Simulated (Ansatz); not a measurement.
This log comes from Ansatz, run on a 20-atom cell of LiNbO3 (R3c) from a materials database. The cell was relaxed beforehand with r2SCAN.

The cell:
```
Li Nb O
1.0
     5.13742    0.00018   -0.00088
     2.56850    4.86007    0.00515
     0.00145    2.70558    8.47697
Li Nb O
4 4 12
Direct
  0.44046 0.11908 0.14682
  0.94046 0.11908 0.64682
  0.19046 0.61908 0.39682
  0.69046 0.61908 0.89682
  0.01745 0.96511 0.00582
  0.51745 0.96511 0.50582
  0.76745 0.46511 0.25581
  0.26745 0.46511 0.75581
  0.73903 0.77597 0.36555
  0.79082 0.77597 0.05973
  0.30619 0.77597 0.18674
  0.18321 0.27597 0.30972
  0.66784 0.27597 0.43674
  0.23903 0.77597 0.86555
  0.73499 0.27597 0.11555
  0.29082 0.77597 0.55973
  0.80619 0.77597 0.68674
  0.68321 0.27597 0.80972
  0.16784 0.27597 0.93674
  0.23499 0.27597 0.61555
```

Output, abridged:
```
scf.n_extra_bands = 9 over 68 filled bands (N_el = 136.0): the run solves 77 bands
Warning: the atoms were moved onto the symmetric positions of the space group found under crystal.symmetry.tolerance 1.0e-5 (fractional […]
Warning: 2 symmetry operations that the atoms keep within the bar at which the run's group was sought (crystal.symmetry.tolerance 1.0e-5, or twice it) were not taken beside the 2 unitary ones that the detection took (of a slab, those that keep its plane). […]
Pseudopotential: Li, paw, valence charge 3, recommended cutoff 420 eV (normal)
Pseudopotential: Nb, paw, valence charge 13, recommended cutoff 420 eV (normal)
Pseudopotential: O, paw, valence charge 6, recommended cutoff 420 eV (normal)
Functional definition: PBE
Crystal: 20 atoms, lattice volume = 211.573 Å³
Basis set: ecut = 420 eV, 4133 PW (Γ)
Bands: 77, of which v1, the nominal top of the filled ones, is band 68 counted from 1 (67 counted from 0)
Symmetry: 2 space group operations
Space group: P1 (ITA 1)
k-points: 76 of 144 (time reversal used)
preconditioner: auto → Resta (q_TF=auto, 2.535 Å⁻¹)  ε∞=7.4  [insulator: Δε(μ)=3.594 eV  σ=0.020 eV  ℏωp=25.0 eV]
SCF 1 converged in 7 iterations: F = -25858.891989 eV  dr2 = 2.88e-8
Free energy (F): -25858.891989 eV
Fermi energy:    9.094329 eV
--- Per-component energies (eV) ---
  E_band       = -1038.324906
  E_kinetic    = 3775.905060
  E_local      = -8522.835417
  E_nonlocal   = 900.719711
  E_hartree    = 2877.288048
  E_xc         = -1636.704308
  E_vxc        = -2044.383294
  E_paw        = -14268.573385
  E_vpaw       = -902.336541
  E_ewald      = -8984.721312
--- Forces (eV/Å), atoms counted from 1 ---
  atom   1  Li    -0.00005      0.01058    -0.00337
  atom   2  Li    -0.00005      0.01058    -0.00337
  atom   3  Li      0.00001      0.01054    -0.00339
  atom   4  Li      0.00001      0.01054    -0.00339
  atom   5  Nb    -0.00012      0.07589    -0.02429
  atom   6  Nb    -0.00012      0.07589    -0.02429
  atom   7  Nb    -0.00015      0.07589    -0.02417
  atom   8  Nb    -0.00015      0.07589    -0.02417
  atom   9  O       0.08986    -0.05030    -0.05825
  atom  10  O     -0.10618    -0.04168    -0.03125
  atom  11  O       0.01649      0.00557      0.11713
  atom  12  O       0.10638    -0.04178    -0.03116
  atom  13  O     -0.01634      0.00564      0.11702
  atom  14  O       0.08986    -0.05030    -0.05825
  atom  15  O     -0.08988    -0.05036    -0.05823
  atom  16  O     -0.10618    -0.04168    -0.03125
  atom  17  O       0.01649      0.00557      0.11713
  atom  18  O       0.10638    -0.04178    -0.03116
  atom  19  O     -0.01634      0.00564      0.11702
  atom  20  O     -0.08988    -0.05036    -0.05823
--- Stress (GPa, compression-positive) ---
        4.319611       0.000007      -0.000019
        0.000007       4.138863       0.057647
       -0.000019       0.057649       4.301054
  P = ⅓ Tr σ = 4.2532 GPa (42.532 kbar)
--- Band table (eV; the first three rows and the last of 76) ---
  k-point 0: bands = […, 7.0082, 7.0083, 7.0978, 7.0978, 7.2884, 7.2884, 10.9439, 10.9442, 11.1990, 11.1991, …]
  k-point 1: bands = […, 6.8613, 6.9735, 7.0792, 7.2003, 7.2035, 7.2254, 10.9676, 10.9770, 11.0295, 11.2716, …]
  k-point 2: bands = […, 6.8811, 6.8811, 7.0818, 7.0818, 7.2136, 7.2136, 10.9711, 10.9711, 11.0903, 11.0903, …]
  k-point 75: bands = […, 6.8519, 7.0082, 7.0082, 7.0893, 7.0978, 7.0979, 11.0232, 11.1990, 11.1991, 11.4468, …]
```

Task: Reconstruct the input, leaving the band path aside.

Result:
```yaml
crystal:
  # lattice and atoms as above
kpoints:
  mp_grid: { grid: [6, 6, 4] }
hamiltonian:
  xc: pbe
scf:
  occupations: { method: fermi_dirac, width: 0.02 }
  n_extra_bands: 9
output:
  forces: true
  stress: true
  eigenvalues: true
```
A single point prints forces and stress when the output block asks for them. Not every key shows in the log; this is the file that was used.

It took 3.4 s on 1 × NVIDIA H100 80GB HBM3 with 4 threads of AMD EPYC 7R13 Processor (Zen 3) (shared host), load about 2.5 per core; peak host memory 1.3 GiB.

The values are computed, spin-unpolarised, and not measurements.

Spin-orbit coupling is left out.
